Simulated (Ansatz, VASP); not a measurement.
## Cu in VASP and in Ansatz

```xyz
2
Lattice="2.6328 0.0000 0.0000 -1.3164 2.2801 0.0000 0.0000 0.0000 4.3110" Properties=species:S:1:pos:R:3 pbc="T T T"
Cu    0.0000    1.5201    1.0778
Cu    1.3164    0.7600    3.2333
```

Alike in both runs: task single point; functional PBE; k mesh 16 × 16 × 9; occupations fermi-dirac, width 0.1 eV; no spin polarisation.

|  | VASP | Ansatz |
| --- | --- | --- |
| version | VASP 6.6.1 | Ansatz 0.2.0 |
| potentials or method | VASP PAW PBE potentials, release 64 (Cu) | plane waves (420 eV) with PAW, scalar-relativistic |
| plane-wave cutoff (eV) | 520 | 420 |
| valence electrons in the cell | 22 | 38 |

|  | VASP | Ansatz | Ansatz less VASP |
| --- | --- | --- | --- |
| pressure (GPa) | -8.1 | -8.9 | -0.80 |
| largest component of the traceless stress (GPa) | 0.07 | 0.04 | -0.027 |

With one functional, cell and mesh, what is left measures potentials, basis and numerics. The two sets of potentials don't hold the same shells in valence.
